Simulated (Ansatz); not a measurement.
## Pb under changes of volume

One of the cells (30.323 Å³/atom); the others are scaled copies at fixed shape and fractional positions:

```
Pb
1.0
     0.00000    2.47502    2.47502
     2.47502    0.00000    2.47502
     2.47502    2.47502    0.00000
Pb
1
Direct
  0.00000 0.00000 0.00000
```

- Program: Ansatz 0.2.0
- Functional: PBE
- Potentials or basis: SPMS NC
- Cutoff: 381 eV (not typed: the program's choice for these potentials)
- k mesh: 9 × 9 × 9
- Occupations: fermi-dirac, width 0.05 eV
- Spin: no spin polarisation

```csv
volume (Å³/atom),energy over the lowest point (meV/atom),pressure (GPa)
28.503,?,?
29.110,35.65,4.6
29.716,20.59,3.4
30.323,10.02,2.3
30.929,3.40,1.3
31.535,0.20,0.4
32.142,0.00,-0.3
```

Task: What does the run at 28.503 Å³/atom give?

Result: Energy over the lowest point 55.76 meV/atom; pressure 6.0 GPa.

Worked out: A Birch-Murnaghan fit of order 3 (a polynomial in V^(-2/3)) to the other rows has its minimum at 31.88 Å³/atom with B0 = V·E''(V) = 38 GPa and B' = 6.3. It gives 55.90 meV/atom at 28.503 Å³/atom, against the run's 55.76, and -dE/dV = 6.1 GPa, against 6.0.

Energies are extrapolated to zero smearing.
